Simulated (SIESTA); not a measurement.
Runs of SIESTA 5.4.2 on I. The structure is orthorhombic, space group Cmce (No. 64). Conventional cell: a = 7.270 Å, b = 4.790 Å, c = 9.793 Å, α = 90.00°, β = 90.00°, γ = 90.00°. I (site symmetry m) has 1 I at 2.68 Å as nearest neighbours. 

| task | level | potentials or basis | cell | gap on the mesh (eV) | pressure (GPa) | V0 of scaled cells (Å³/atom) | B0 (GPa) | largest force (eV/Å) |
| --- | --- | --- | --- | --- | --- | --- | --- | --- |
| equation of state | PBEsol | PseudoDojo 0.4 standard (PBEsol files), DZP (energy shift 0.003 Ry) | as given | - | - | 43.27 | (b) | - |
| single point | PBEsol | PseudoDojo 0.4 standard (PBEsol files), DZP (energy shift 0.003 Ry) | atoms moved at random, drawn with an rms of 0.05 Å | 1.09 | 0.2 | - | - | 1.35 |
| equation of state | LDA | PseudoDojo 0.4 standard (LDA files), DZP (energy shift 0.003 Ry) | as given | - | - | (a) | 30 | - |
| band structure | LDA | PseudoDojo 0.4 standard (LDA files), DZP (energy shift 0.003 Ry) | as given | 1.08 | -0.6 | - | - | 1.28 |
| single point | PBEsol | PseudoDojo 0.4 standard (PBEsol files), DZP (energy shift 0.003 Ry) | as given | (c) | 0.4 | - | - | 1.28 |

Alike in all rows: no spin polarisation; k mesh 7 × 7 × 3; smearing fermi-dirac 0.05 eV; grid cutoff 500 Ry; energy shift 0.003 Ry.

Problem. Fill in the values left out.

Solution. (a) 41.73; (b) 26; (c) 1.13.

Caveats: the basis of atomic orbitals isn't converged, which shifts pressures, moduli and gaps; spin-orbit coupling is left out, which moves the levels of the heavy elements (some runs); the cell was scaled at fixed shape and fractional positions, which overstates the stiffness of a crystal with free parameters, most of all of layers and chains (some runs); an odd mesh through Γ misses points on the zone boundary, where band edges often lie (some runs); forces of over 1 eV/Å show positions far from the minimum, so gaps and moduli don't describe the material at rest (some runs).

A k mesh can miss the band edges, and the runs leave out spin-orbit coupling on I.
